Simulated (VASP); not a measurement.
Input of a VASP 6.6.1 run:

Contents of POSCAR:

```
BaF2
1.0
   -0.0000000000      3.0437379868      3.0437379868
    3.0437379868      0.0000000000      3.0437379868
    3.0437379868      3.0437379868     -0.0000000000
  Ba              F
     1     2
Direct
     1.0000000000000000    1.0000000000000000    0.0000000000000000
     0.2500000000000000    0.2500000000000000    0.2500000000000000
     0.7500000000000000    0.7500000000000000    0.7500000000000000
```

The input INCAR.step1:

```
  PREC = Accurate
  ENCUT = 600
  EDIFF = 1E-8
  ISMEAR = 0
  SIGMA = 0.03
  LREAL = F
  LASPH = T
  NELM = 80
  ALGO = Fast
  ISIF = 3
  LWAVE = F
  LCHARG = F
  GGA = CA
  PSTRESS = 15.0
  KPAR = 2
  IBRION = 2
  NSW = 40
  EDIFFG = -0.002
```

File INCAR.step2:

```
  PREC = Accurate
  ENCUT = 600
  EDIFF = 1E-8
  ISMEAR = 0
  SIGMA = 0.03
  LREAL = F
  LASPH = T
  NELM = 80
  ALGO = Fast
  ISIF = 2
  LWAVE = F
  LCHARG = F
  GGA = CA
  PSTRESS = 15.0
  KPAR = 2
  IBRION = 6
  NFREE = 2
  POTIM = 0.015
  NSW = 1
```

KPOINTS

```
regular mesh
0
Gamma
  8 8 8
```

Potentials or basis: VASP PAW LDA potentials, release 64 (Ba_sv, F).

Launch:

```sh
$ cat potpaw_LDA.64/Ba_sv/POTCAR potpaw_LDA.64/F/POTCAR > POTCAR
$ cp INCAR.step1 INCAR
$ mpirun -np 2 vasp_std > vasp.out
$ cp CONTCAR POSCAR
$ cp INCAR.step2 INCAR
$ mpirun -np 2 vasp_std > vasp.out
```

Estimate the highest phonon frequency at Γ, LO-TO splitting left out.

270 cm⁻¹.

Predict the relaxed cell.

a = 4.275 Å, b = 4.275 Å, c = 4.275 Å, α = 60.00°, β = 60.00°, γ = 60.00°.

Predict the space group after relaxing (to 0.05 Å).

Fm-3m (No. 225).

Predict the relaxed volume.

18.42 Å³/atom.

Phonon frequencies in cm⁻¹ (negative: imaginary):
| q point | frequencies |
| --- | --- |
| (0.000, 0.000, 0.000) | 0 0 0 217 217 217 270 270 270 |

The run has no spin-orbit coupling, so splittings on Ba are missing.
